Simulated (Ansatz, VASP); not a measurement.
**Two plane-wave programs on SiC**

```
Si C
1.0
     3.07897    0.00000    0.00000
    -1.53948    2.66646    0.00000
     0.00000    0.00000   15.10684
Si C
6 6
Cartesian
  0.0000 0.0000 1.8889
  0.0000 0.0000 9.4423
  0.0000 1.7776 4.4085
  1.5395 0.8888 11.9619
  0.0000 1.7776 14.4771
  1.5395 0.8888 6.9237
  0.0000 0.0000 -0.0048
  0.0000 0.0000 7.5487
  0.0000 1.7776 2.5202
  1.5395 0.8888 10.0736
  0.0000 1.7776 12.5888
  1.5395 0.8888 5.0354
```

Alike in both runs: functional PBEsol; k mesh 12 × 12 × 2; occupations gaussian, width 0.02 eV; no spin polarisation.

Ansatz relaxed the structure, and its values are those at the end. VASP's run is a single point on that final structure, the one shown.

```csv
,VASP,Ansatz
version,VASP 6.6.1,Ansatz 0.2.0
potentials or method,"VASP PAW PBE potentials, release 64 (Si, C)","scalar-relativistic, plane waves, PAW"
plane-wave cutoff (eV),520,420
valence electrons in the cell,48,48
```

|  | VASP | Ansatz | Ansatz less VASP |
| --- | --- | --- | --- |
| gap on the k mesh at the Fermi level (eV) | 1.91 | 1.92 | +0.008 |
| least direct gap on the mesh (eV) | 3.02 | 3.03 | +0.009 |
| pressure (GPa) | 0.3 | 0.0 | -0.35 |

The functional is the same, so the differences come from potentials, cutoffs and numerics.

Caveats: the PAW data sets were made with another functional, which shifts forces and pressure a little (VASP). A k mesh can miss the band edges.
